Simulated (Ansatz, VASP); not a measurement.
## Two plane-wave programs on Au

File INCAR:

```
SYSTEM = Au
  PREC = Accurate
  ENCUT = 600
  EDIFF = 1E-6
  ISMEAR = 0
  SIGMA = 0.1
  LREAL = .False.
  LASPH = .True.
  NELM = 100
  ALGO = Normal
  ISIF = 3
  LWAVE = .False.
  LCHARG = .False.
  GGA = PE
  IBRION = 2
  NSW = 100
  EDIFFG = -0.005
```

KPOINTS

```
regular mesh
0
Gamma
  18 18 18
  0 0 0
```

File POSCAR:

```
Au
1.0
    0.0000000000      2.0828364720      2.0828364720
    2.0828364720      0.0000000000      2.0828364720
    2.0828364720      2.0828364720      0.0000000000
Au
1
Direct
    0.0000000000      0.0000000000      0.0000000000
```

Input for Ansatz:

```yaml
crystal:
  lattice:
    - [0.0, 2.082836472, 2.082836472]
    - [2.082836472, 0.0, 2.082836472]
    - [2.082836472, 2.082836472, 0.0]
  atoms:
    - { symbol: Au, position: [0.0, 0.0, 0.0] }
basis:
  ecutwfc: 420
kpoints:
  mp_grid: { grid: [18, 18, 18] }
hamiltonian:
  xc: pbe
scf:
  occupations: { method: gaussian, width: 0.1 }
output:
  forces: true
  stress: true
  eigenvalues: true
relax:
  adjacent_minimum: "off"
  f_tol: 0.005
  max_steps: 80
  cell: { stress_tol: 0.05 }
```

Alike in both runs: task relaxation of cell and atoms; functional PBE; k mesh 18 × 18 × 18; occupations gaussian, width 0.1 eV; no spin polarisation.

```csv
,VASP,Ansatz
version,VASP 6.6.1,Ansatz 0.2.0
potentials or method,"VASP PAW PBE potentials, release 64 (Au)","scalar-relativistic, plane waves, PAW"
plane-wave cutoff (eV),600,420
valence electrons in the cell,11,19
```

Ansatz gave:

```
gap on the k mesh at the Fermi level, each at its own relaxed structure (eV) : none
relaxed volume (Å³/atom)                                                     : 17.97
relaxed cell length with the largest relative difference (Å)                 : 2.940
```

Q: Which values does VASP return?

A: gap on the k mesh at the Fermi level, each at its own relaxed structure (eV): none; relaxed volume (Å³/atom): 17.95; relaxed cell length with the largest relative difference (Å): 2.939.

A gap of «none» marks a metal or a gap that the smearing closes. The two sets of potentials don't hold the same shells in valence.

The runs have no spin-orbit coupling, so splittings on Au are missing.
